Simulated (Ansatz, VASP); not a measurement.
One calculation of Mg4O, two programs

INCAR

```
  ALGO = Fast
  DIPOL = 0.5 0.5 0.330
  EDIFF = 1E-7
  ENCUT = 520
  GGA = CA
  IDIPOL = 3
  ISIF = 2
  ISMEAR = 0
  LASPH = True
  LCHARG = False
  LDIPOL = True
  LREAL = False
  LWAVE = False
  NBANDS = 15
  NELM = 100
  PREC = Accurate
  SIGMA = 0.1
```

KPOINTS

```
k-points
0
Gamma
  8 5 1
```

The input POSCAR:

```
Mg4O
1.0
    3.1466128697      0.0000000000      0.0000000000
    0.0000000000      5.0388886589      0.0000000000
    0.0000000000      0.0000000000     20.5846139733
Mg O
4 1
Direct
    0.0000000000      0.7500000000      0.1943198937
    0.5000000000      0.2500000000      0.2384474589
    0.5000000000      0.7500000000      0.3306067122
    0.0000000000      0.2500000000      0.3684603453
    0.1250000000      0.3750000000      0.5205156622
```

Input for Ansatz:

```yaml
crystal:
  lattice:
    - [3.1466128697, 0.0, 0.0]
    - [0.0, 5.0388886589, 0.0]
    - [0.0, 0.0, 20.5846139733]
  atoms:
    - { symbol: Mg, position: [0.0, 0.75, 0.1943198937] }
    - { symbol: Mg, position: [0.5, 0.25, 0.2384474589] }
    - { symbol: Mg, position: [0.5, 0.75, 0.3306067122] }
    - { symbol: Mg, position: [0.0, 0.25, 0.3684603453] }
    - { symbol: O, position: [0.125, 0.375, 0.5205156622] }
basis:
  ecutwfc: 420
kpoints:
  mp_grid: { grid: [8, 5, 1] }
hamiltonian:
  xc: lda
scf:
  occupations: { method: gaussian, width: 0.1 }
output:
  forces: true
  eigenvalues: true
efield:
  axis: 3
  dipole_correction: true
  ramp_width: 0.04
```

Alike in both runs: task single point; functional LDA; k mesh 8 × 5 × 1; occupations gaussian, width 0.1 eV; no spin polarisation.

|  | VASP | Ansatz |
| --- | --- | --- |
| version | VASP 6.6.1 | Ansatz 0.2.0 |
| potentials or method | VASP PAW LDA potentials, release 64 (Mg, O) | scalar-relativistic, plane waves, PAW |
| plane-wave cutoff (eV) | 520 | 420 |
| valence electrons in the cell | 14 | 46 |

VASP gave:

| Property | Result |
| --- | --- |
| gap on the k mesh at the Fermi level (eV) | none |
| rms of the force components (eV/Å) | 0.462 |
| work function, face that differs most (eV) | 3.69 |

What did Ansatz give for the same quantities?

gap on the k mesh at the Fermi level (eV): none; rms of the force components (eV/Å): 0.462; work function, face that differs most (eV): 3.68.

Atom by atom the forces differ by 0.007 eV/Å (rms over components). A gap of «none» marks a metal or a gap that the smearing closes. The two sets of potentials don't hold the same shells in valence.
